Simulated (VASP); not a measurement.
Here is a VASP 6.6.1 calculation.

File INCAR:

```
SYSTEM = W
ALGO = Fast
EDIFF = 1E-7
ENCUT = 520
GGA = PE
ISIF = 2
ISMEAR = 0
LASPH = .TRUE.
LCHARG = .FALSE.
LREAL = .FALSE.
LWAVE = .FALSE.
NBANDS = 13
NELM = 60
PREC = Accurate
SIGMA = 0.1
```

File KPOINTS:

```
k-points
0
G
  8 8 8
  0 0 0
```

The input POSCAR:

```
W
1.0
    0.0000000000      2.0300000000      2.0300000000
    2.0300000000      0.0000000000      2.0300000000
    2.0300000000      2.0300000000      0.0000000000
W
1
Direct
    0.0000000000      0.0000000000      0.0000000000
```

Potentials or basis: VASP PAW PBE potentials, release 64 (W_sv).

Launch:

```bash
$ cat potpaw_PBE.64/W_sv/POTCAR > POTCAR
$ mpirun -np 1 vasp_std > vasp.out
```

Q: What does it give for the pressure?

A: -3.9 GPa.

Q: Predict the band gap on the k mesh.

A: None (metal or under the smearing width).

Spin-orbit coupling is left out, which matters for the levels of W.
